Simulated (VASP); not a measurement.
Input of a VASP 6.6.1 run:

File POSCAR:

```
CuO
1.0
    2.8363251100      0.0000000000      0.0000000000
   -1.4181625500      2.4563296000      0.0000000000
    0.0000000000      0.0000000000      2.7681127800
Cu O
1 1
Direct
    0.0000000000      0.0000000000      0.0000000000
    0.6666666667      0.3333333333      0.5000000000
```

Contents of INCAR.step1:

```
SYSTEM = CuO
PREC     = Accurate       ! precision mode
ENCUT    = 600            ! plane-wave cutoff, eV
EDIFF    = 1E-8           ! SCF threshold, eV
ISMEAR   = 0              ! smearing method
SIGMA    = 0.02           ! smearing width, eV
LREAL    = .FALSE.        ! projectors in reciprocal space
LASPH    = .TRUE.         ! aspherical terms in the spheres
NELM     = 60             ! most SCF steps
ALGO     = Fast           ! electronic algorithm
ISIF     = 3              ! what is computed and relaxed
LWAVE    = .FALSE.        ! write WAVECAR
LCHARG   = .FALSE.        ! write CHGCAR
GGA      = PE             ! functional
IBRION   = 2              ! ionic algorithm
NSW      = 40             ! ionic steps
EDIFFG   = -0.002         ! ionic threshold
```

File INCAR.step2:

```
SYSTEM = CuO
PREC     = Accurate       ! precision mode
ENCUT    = 600            ! plane-wave cutoff, eV
EDIFF    = 1E-8           ! SCF threshold, eV
ISMEAR   = 0              ! smearing method
SIGMA    = 0.02           ! smearing width, eV
LREAL    = .FALSE.        ! projectors in reciprocal space
LASPH    = .TRUE.         ! aspherical terms in the spheres
NELM     = 60             ! most SCF steps
ALGO     = Fast           ! electronic algorithm
ISIF     = 3              ! what is computed and relaxed
LWAVE    = .FALSE.        ! write WAVECAR
LCHARG   = .FALSE.        ! write CHGCAR
GGA      = PE             ! functional
IBRION   = 6              ! ionic algorithm
NFREE    = 2            
POTIM    = 0.015          ! step
NSW      = 1              ! ionic steps
```

File KPOINTS:

```
regular mesh
0
G
  8 8 7
  0 0 0
```

Potentials or basis: VASP PAW PBE potentials, release 64 (Cu, O).

Launch:

```sh
$ cat potpaw_PBE.64/Cu/POTCAR potpaw_PBE.64/O/POTCAR > POTCAR
$ cp INCAR.step1 INCAR
$ mpirun -np 1 vasp_std > vasp.out
$ cp CONTCAR POSCAR
$ cp INCAR.step2 INCAR
$ mpirun -np 1 vasp_std > vasp.out
```

**Question.** Predict the Voigt bulk modulus.

**Answer.** 170 GPa.

**Question.** Estimate the highest phonon frequency at Γ, LO-TO splitting left out.

**Answer.** 271 cm⁻¹.

**Question.** Predict the most unstable mode.

**Answer.** 222i cm⁻¹.

**Question.** What does it give for the space group after relaxing (to 0.05 Å)?

**Answer.** P-6m2 (No. 187).

Elastic tensor in Voigt notation (GPa, in the Cartesian axes of the cell as first typed):
```
236 119 111   0   0   0
119 236 111   0   0   0
111 111 377   0   0   0
  0   0   0 -71   0   0
  0   0   0   0 -71   0
  0   0   0   0   0  58
```

Caveat: some modes are imaginary; the elastic tensor has a negative eigenvalue, so either the cell is unstable as it stands or the mesh is too thin; the run has no spin polarisation, though such a crystal can be magnetic.
